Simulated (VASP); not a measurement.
## AlN: relaxation of cell and atoms with r2SCAN

AlN:

```
Al N
1.0
     3.10440    0.00000    0.00000
    -1.55220    2.68849    0.00000
     0.00000    0.00000    4.97773
Al N
2 2
Direct
  0.33333 0.66667 0.99926
  0.66667 0.33333 0.49926
  0.33333 0.66667 0.38074
  0.66667 0.33333 0.88074
```

```
Program                : VASP 6.6.1
Task                   : relaxation of cell and atoms
Functional             : r2SCAN
Potentials or basis    : VASP PAW PBE potentials, release 64 (Al, N)
Cutoff                 : 600 eV
k mesh                 : 12 × 12 × 6
Occupations            : gaussian, width 0.03 eV
Spin                   : no spin polarisation
Further INCAR settings : ALGO = Normal; EDIFF = 1e-07; IBRION = 2; EDIFFG = -0.005; NSW = 90; ISIF = 3
```

- Relaxed volume: 10.39 Å³/atom
- Relaxed cell: a = 3.105 Å, b = 3.105 Å, c = 4.977 Å, α = 90.00°, β = 90.00°, γ = 120.00°
- Space group after relaxing (to 0.05 Å): P6_3mc (No. 186)
- Energy gained by relaxing: 0.0 meV/atom
- Ionic steps: 2
- Pressure after relaxing: 0.0 GPa
- Largest force after relaxing: 0.005 eV/Å
- Band gap on the k mesh: 4.93 eV, direct

Forces on the atoms (eV/Å):
```
Al   0.000  0.000 -0.005
Al   0.000  0.000 -0.005
N    0.000  0.000  0.005
N    0.000  0.000  0.005
```

Final structure:
```
Al N
1.0
     3.10531    0.00000    0.00000
    -1.55265    2.68928    0.00000
     0.00000    0.00000    4.97661
Al N
2 2
Direct
  0.33333 0.66667 0.99922
  0.66667 0.33333 0.49922
  0.33333 0.66667 0.38078
  0.66667 0.33333 0.88078
```

Levels at points of the mesh, in eV from the valence-band top:
```
           k point  band 4  band 5  band 6  band 7  band 8  band 9  band 10  band 11  band 12
(0.00, 0.00, 0.00)   -0.88   -0.88   -0.22   -0.22    0.00    4.93     7.55    11.63    12.06
(0.50, 0.00, 0.00)   -4.22   -3.39   -2.14   -1.77   -0.71    6.45     6.57     9.07    11.27
(0.00, 0.00, 0.50)   -3.38   -0.56   -0.56   -0.56   -0.56    7.27     7.27    11.33    11.33
(0.50, 0.00, 0.50)   -5.67   -1.50   -1.50   -1.39   -1.39    6.00     6.00    10.16    10.16
```

Wall time 8.2 min on 1 thread of Intel(R) Xeon(R) Platinum 8559C (Emerald Rapids), on a shared host, peak memory 0.2 GiB.

Caveat: the PAW data sets were made with another functional, which shifts forces and pressure a little. r2SCAN opens gaps a little over a GGA but as a rule still falls short of measured ones.
